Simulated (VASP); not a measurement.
# InPd (Pm-3m) in VASP: a series of runs

One crystal, InPd, is run at these levels: PBE; tasks: single point.

Program: VASP 6.6.1. These are calculated values, not measurements. Logs are shortened: lines on timing, memory, paths and dates and some standing lists are left out, and cuts for length are marked.

### Step 1. Starting point

The structure is cubic, space group Pm-3m (No. 221). The conventional cell has a = 3.272 Å, b = 3.272 Å, c = 3.272 Å, α = 90.00°, β = 90.00°, γ = 90.00°. Around In (site symmetry m-3m) lie 8 Pd at 2.83 Å. Pd (site symmetry m-3m) is surrounded by 8 In at 2.83 Å.

The cell comes from a database or a generator and needn't be the stable form of this composition.

### Step 2. Single point, PBE

INCAR

```
PREC     = Accurate       # precision mode
ENCUT    = 520            # plane-wave cutoff, eV
EDIFF    = 1E-6           # SCF threshold, eV
ISMEAR   = 0              # smearing method
SIGMA    = 0.15           # smearing width, eV
LREAL    = False          # projectors in reciprocal space
LASPH    = True           # aspherical terms in the spheres
NELM     = 100            # most SCF steps
ALGO     = Normal         # electronic algorithm
ISIF     = 2              # what is computed and relaxed
LWAVE    = False          # write WAVECAR
LCHARG   = False          # write CHGCAR
GGA      = PE             # functional
NBANDS   = 18             # bands
```

KPOINTS

```
regular mesh
0
Gamma
  14 14 14
```

POSCAR

```
InPd
1.0
    3.2718847800      0.0000000000      0.0000000000
    0.0000000000      3.2718847800      0.0000000000
    0.0000000000      0.0000000000      3.2718847800
In Pd
1 1
Direct
    0.0000000000      0.0000000000      0.0000000000
    0.5000000000      0.5000000000      0.5000000000
```

Potentials or basis: VASP PAW PBE potentials, release 64 (In_d, Pd).

The run is started by

```
$ cat potpaw_PBE.64/In_d/POTCAR potpaw_PBE.64/Pd/POTCAR > POTCAR
$ mpirun -np 1 vasp_std > vasp.out
```

OUTCAR:

```text
PREC = Accurate
   ENCUT = 520
   EDIFF = 1E-6
   ISMEAR = 0
   LREAL = False
   LASPH = True
   NELM = 100
   ISIF = 2
   GGA = PE

 ion  position               nearest neighbor table
   1  0.000  0.000  0.000-   2 2.83   2 2.83   2 2.83   2 2.83   2 2.83   2 2.83   2 2.83   2 2.83

   2  0.500  0.500  0.500-   1 2.83   1 2.83   1 2.83   1 2.83   1 2.83   1 2.83   1 2.83   1 2.83

  LATTYP: Found a simple cubic cell.
 ALAT       =     3.2718847800

  Lattice vectors:

 A1 = (   3.2718847800,   0.0000000000,   0.0000000000)
 A2 = (   0.0000000000,   3.2718847800,   0.0000000000)
 A3 = (   0.0000000000,   0.0000000000,   3.2718847800)

Analysis of symmetry for initial positions (statically):
=====================================================================
 Subroutine PRICEL returns:
 Original cell was already a primitive cell.

 Routine SETGRP: Setting up the symmetry group for a
 simple cubic supercell.

 Subroutine GETGRP returns: Found 48 space group operations
 (whereof 48 operations were pure point group operations)
 out of a pool of 48 trial point group operations.

The static configuration has the point symmetry O_h .

Analysis of symmetry for dynamics (positions and initial velocities):
=====================================================================
 Subroutine PRICEL returns:
 Original cell was already a primitive cell.

 Routine SETGRP: Setting up the symmetry group for a
 simple cubic supercell.

 Subroutine GETGRP returns: Found 48 space group operations
 (whereof 48 operations were pure point group operations)
 out of a pool of 48 trial point group operations.

The dynamic configuration has the point symmetry O_h .

 Subroutine INISYM returns: Found 48 space group operations
 (whereof 48 operations are pure point group operations),
 and found     1 'primitive' translations

----------------------------------------------------------------------------------------

                                     Primitive cell

  volume of cell :      35.0263

  direct lattice vectors                    reciprocal lattice vectors
     3.271884780  0.000000000  0.000000000     0.305634234  0.000000000  0.000000000
     0.000000000  3.271884780  0.000000000     0.000000000  0.305634234  0.000000000
     0.000000000  0.000000000  3.271884780     0.000000000  0.000000000  0.305634234

  length of vectors
     3.271884780  3.271884780  3.271884780     0.305634234  0.305634234  0.305634234

  position of ions in fractional coordinates (direct lattice)
     0.000000000  0.000000000  0.000000000
     0.500000000  0.500000000  0.500000000

  ion indices of the primitive-cell ions
   primitive index   ion index
                 1           1
                 2           2

----------------------------------------------------------------------------------------

 KPOINTS: regular mesh

Automatic generation of k-mesh.
 Grid dimensions read from file:
 generate k-points for:   14   14   14

 Generating k-lattice:

  Cartesian coordinates                     Fractional coordinates (reciprocal lattice)
     0.021831017  0.000000000  0.000000000     0.071428571  0.000000000  0.000000000
     0.000000000  0.021831017  0.000000000     0.000000000  0.071428571  0.000000000
     0.000000000  0.000000000  0.021831017     0.000000000  0.000000000  0.071428571

  Length of vectors
     0.021831017  0.021831017  0.021831017

  Shift w.r.t. Gamma in fractional coordinates (k-lattice)
     0.000000000  0.000000000  0.000000000

 Subroutine IBZKPT returns following result:
 ===========================================

 Found    120 irreducible k-points:

 Following reciprocal coordinates:
            Coordinates               Weight
  0.000000  0.000000  0.000000      1.000000
  0.071429  0.000000  0.000000      6.000000
  0.142857  0.000000  0.000000      6.000000
  0.214286  0.000000  0.000000      6.000000
  0.285714  0.000000  0.000000      6.000000
  0.357143  0.000000  0.000000      6.000000
[... 16 lines left out ...]
  0.285714  0.214286  0.000000     24.000000
  0.357143  0.214286  0.000000     24.000000
 [... further k-points ...]
   k-points           NKPTS =    120   k-points in BZ     NKDIM =    120   number of bands    NBANDS=     18
   number of dos      NEDOS =    301   number of ions     NIONS =      2
   total plane-waves  NPLWV =  13824
   dimension x,y,z NGX =    24 NGY =   24 NGZ =   24
   dimension x,y,z NGXF=    48 NGYF=   48 NGZF=   48
   ions per type =               1   1
   NGX,Y,Z   is equivalent  to a cutoff of  12.19, 12.19, 12.19 a.u.
   NGXF,Y,Z  is equivalent  to a cutoff of  24.39, 24.39, 24.39 a.u.
 SYSTEM =  unknown system
   PREC   = accura    normal or accurate (medium, high low for compatibility)
   ISTART =      0    job   : 0-new  1-cont  2-samecut
   ICHARG =      2    charge: 1-file 2-atom 10-const
   ISPIN  =      1    spin polarized calculation?
   LNONCOLLINEAR =      F non collinear calculations
   LSORBIT =      F    spin-orbit coupling
   LASPH  =      T    aspherical Exc in radial PAW
   ENCUT  =  520.0 eV  38.22 Ry    6.18 a.u.   6.08  6.08  6.08*2*pi/ulx,y,z
   NELM   =    100;   NELMIN=  2; NELMDL= -5     # of ELM steps
   EDIFF  = 0.1E-05   stopping-criterion for ELM
   LREAL  =      F    real-space projection
   EDIFFG = 0.1E-04   stopping-criterion for IOM
   NSW    =      0    number of steps for IOM
   IBRION =     -1    ionic relax: 0-MD 1-quasi-New 2-CG
   NFREE  =      0    steps in history (QN), initial steepest desc. (CG)
   ISIF   =      2    stress and relaxation
   ISYM   =      2    0-nonsym 1-usesym 2-fastsym
   POTIM  = 0.5000    time-step for ionic-motion
   TEBEG  =    0.0;   TEEND  =   0.0 temperature during run
   PSTRESS=    0.0 pullay stress
   NELECT =      23.0000    total number of electrons
   NUPDOWN=      -1.0000    fix difference up-down
   EMIN   =  10.00;   EMAX   =-10.00  energy-range for DOS
   EFERMI =   0.00;   METHOD = LEGACY
   ISMEAR =     0;   SIGMA  =   0.15  broadening in eV -4-tet -1-fermi 0-gaus
   EFERMI_NEDOS =   21; number of points for ismear=-14 and -15
   IALGO  =     38    algorithm
   IMIX   =      4    mixing-type and parameters
     AMIX     =   0.40;   BMIX     =  1.00
     AMIX_MAG =   1.60;   BMIX_MAG =  1.00
  volume/ion in A,a.u.               =      17.51       118.18
  Fermi-wavevector in a.u.,A,eV,Ry     =   1.422938  2.688964 27.548447  2.024754
  Thomas-Fermi vector in A             =   2.543589
   LORBIT       =      0    0 simple, 1 ext, 2 COOP (PROOUT), +10 PAW based schemes
   GGA     = PE    functional components
   LHFCALC =     F    Hartree Fock is set to
   AEXX    =    0.0000 exact exchange contribution
   IVDW    =     0    specifies the selected vdW correction
   LEPSILON=     F    determine dielectric tensor
   LRPA    =     F    only Hartree local field effects (RPA)
 non-spin polarized calculation
 Gauss-broadening in eV      SIGMA  =   0.15
  energy-cutoff  :      520.00
  volume of cell :       35.03
 maximum number of plane-waves:       968
   NGX = 13   NGY = 13   NGZ = 13

 number of electron      22.9999997 magnetization

 Free energy of the ion-electron system (eV)
  ---------------------------------------------------
  ext. energy  EPLUGINS =         0.00000000
  ---------------------------------------------------
  free energy    TOTEN  =        -8.73877110 eV

  energy without entropy =       -8.73083344  energy(sigma->0) =       -8.73480227

 E-fermi :  10.5490     XC(G=0): -12.2313

 val. band max:       10.5267989891   @ k =   0.3571   0.2143   0.1429
 cond. band min:      10.5524054490   @ k =   0.2857   0.0714   0.0000
 fundamental gap:      0.0256064599
 Fermi energy:        10.5490226782

 k-point     1 :       0.0000    0.0000    0.0000
  band No.  band energies     occupation
      1      -4.4726      2.00000
      2      -4.4726      2.00000
      3      -4.0643      2.00000
      4      -4.0643      2.00000
      5      -4.0643      2.00000
      6       0.4305      2.00000
[... 10 lines left out ...]
     17      21.0701      0.00000
     18      26.5073      0.00000

 k-point     2 :       0.0714    0.0000    0.0000
  band No.  band energies     occupation
      1      -4.4697      2.00000
      2      -4.4551      2.00000
      3      -4.0696      2.00000
      4      -4.0696      2.00000
      5      -4.0627      2.00000
      6       0.5116      2.00000
[... 10 lines left out ...]
     17      21.5238      0.00000
     18      26.3624      0.00000

 k-point     3 :       0.1429    0.0000    0.0000
  band No.  band energies     occupation
      1      -4.4617      2.00000
      2      -4.4063      2.00000
      3      -4.0845      2.00000
      4      -4.0845      2.00000
      5      -4.0583      2.00000
      6       0.7544      2.00000
[... 10 lines left out ...]
     17      23.0072      0.00000
     18      25.8533      0.00000

 k-point     4 :       0.2143    0.0000    0.0000
  band No.  band energies     occupation
      1      -4.4502      2.00000
      2      -4.3360      2.00000
      3      -4.1058      2.00000
      4      -4.1058      2.00000
      5      -4.0519      2.00000
      6       1.1570      2.00000
[... 375 lines left out ...]
      4      -4.1180      2.00000
      5      -4.0891      2.00000
      6       1.8469      2.00000
[... 10 lines left out ...]
     17      24.3277      0.00000
     18      25.2151      0.00000

 k-point    23 :       0.2857    0.2143    0.0000
  band No.  band energies     occupation
      1      -4.3632      2.00000
      2      -4.2087      2.00000
      3      -4.1776      2.00000
      4      -4.1385      2.00000
      5      -4.0966      2.00000
      6       2.3624      2.00000
[... 10 lines left out ...]
     17      24.0000      0.00000
     18      25.1230      0.00000

 k-point    24 :       0.3571    0.2143    0.0000
  band No.  band energies     occupation
      1      -4.3506      2.00000
      2      -4.2411      2.00000
      3      -4.1611      2.00000
      4      -4.1099      2.00000
      5      -4.0990      2.00000
      6       2.9869      2.00000
[... 10 lines left out ...]
     17      23.4315      0.00000
     18      23.8437      0.00000

 [... further k-points ...]

------------------------ aborting loop because EDIFF is reached ----------------------------------------

  FORCE on cell =-STRESS in cart. coord.  units (eV):
  Direction    XX          YY          ZZ          XY          YZ          ZX
  --------------------------------------------------------------------------------------
  -------------------------------------------------------------------------------------
  Total        0.8121033      0.8121033      0.8121033      0.0000000     -0.0000000      0.0000000
  in kB       37.1473516     37.1473516     37.1473516      0.0000000     -0.0000000      0.0000000
  external PRESSURE =      37.1473516 kB  Pullay stress =       0.0000000 kB

 VOLUME and BASIS-vectors are now :
 -----------------------------------------------------------------------------
  energy-cutoff  :      520.00
  volume of cell :       35.03
      direct lattice vectors                 reciprocal lattice vectors
     3.271884780  0.000000000  0.000000000     0.305634234  0.000000000  0.000000000
     0.000000000  3.271884780  0.000000000     0.000000000  0.305634234  0.000000000
     0.000000000  0.000000000  3.271884780     0.000000000  0.000000000  0.305634234

 POSITION                                       TOTAL-FORCE (eV/Angst)
 -----------------------------------------------------------------------------------
      0.00000      0.00000      0.00000         0.000000      0.000000      0.000000
      1.63594      1.63594      1.63594         0.000000      0.000000      0.000000
 -----------------------------------------------------------------------------------
    total drift:                                0.000000      0.000000     -0.000000

  FREE ENERGIE OF THE ION-ELECTRON SYSTEM (eV)
  ---------------------------------------------------
  free  energy   TOTEN  =        -8.7387710982 eV

  energy  without entropy=       -8.7308334382  energy(sigma->0) =       -8.73480227
```

It took 14 s on 1 thread of Intel Xeon 6975P-C (Granite Rapids), shared host; peak memory 0.2 GiB.

Results:

```yaml
Free_energy: -8.7388 eV
Pressure: 3.7 GPa
Band_gap_on_the_k_mesh: none (metal or under the smearing width)
```

Levels at points of the mesh, in eV from the Fermi level:
```
           k point  band 8  band 9  band 10  band 11  band 12  band 13  band 14  band 15  band 16  band 17
(0.00, 0.00, 0.00)   -3.87   -2.33    -2.33    -2.33     4.17     4.17     4.17     9.38    10.52    10.52
(0.50, 0.00, 0.00)   -3.86   -3.32    -3.32    -2.41    -1.17     9.50     9.50     9.83    10.67    10.67
(0.50, 0.50, 0.00)   -2.74   -2.74    -2.38    -2.38    -1.76     1.40     2.42     9.42    11.28    11.28
(0.50, 0.50, 0.50)   -4.92   -1.72    -1.72    -0.13     3.74     3.74     3.74     4.34     4.34     4.34
```

[end of part 1 of 2]
